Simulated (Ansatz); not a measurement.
Runs of Ansatz 0.2.0 on SnSe. The structure is cubic, space group Fm-3m (No. 225). Conventional cell: a = 6.020 Å, b = 6.020 Å, c = 6.020 Å, α = 90.00°, β = 90.00°, γ = 90.00°. Sn (site symmetry m-3m) has 6 Se at 3.01 Å as nearest neighbours. Se (site symmetry m-3m) has 6 Sn at 3.01 Å as nearest neighbours. Measurements of this composition are mostly on another form, of space group No. 62.

```csv
task,level,cell,k mesh,cutoff (eV),smearing,basis error allowed,gap on the mesh (eV),pressure (GPa)
relaxation of cell and atoms,RPBE+D4,relaxed,8 × 8 × 8,-,fermi-dirac 0.05 eV,0.001 eV/atom,(b),0.0
single point,RPBE,as given,8 × 8 × 8,190,gaussian 0.05 eV,0.001 eV/atom,0.54,2.6
phonons,PBEsol,as given,6 × 6 × 6,207,fermi-dirac 0.05 eV,0.001 eV/atom,0.64,-
single point,PBE,as given,6 × 6 × 6,173,fermi-dirac 0.06 eV,0.002 eV/atom,(a),0.6
band structure,LDA,as given,8 × 8 × 8,190,fermi-dirac 0.05 eV,0.001 eV/atom,-,-3.4
```

Alike in all rows: potentials or basis all-electron LAPW, scalar-relativistic; no spin polarisation.

Question: Estimate the missing entries.

Answer: (a) 0.58; (b) 0.71.

Caveats: spin-orbit coupling is left out, which moves the levels of the heavy elements; some modes are imaginary (some runs).

A k mesh can miss the band edges, and the runs leave out spin-orbit coupling on Se, Sn.
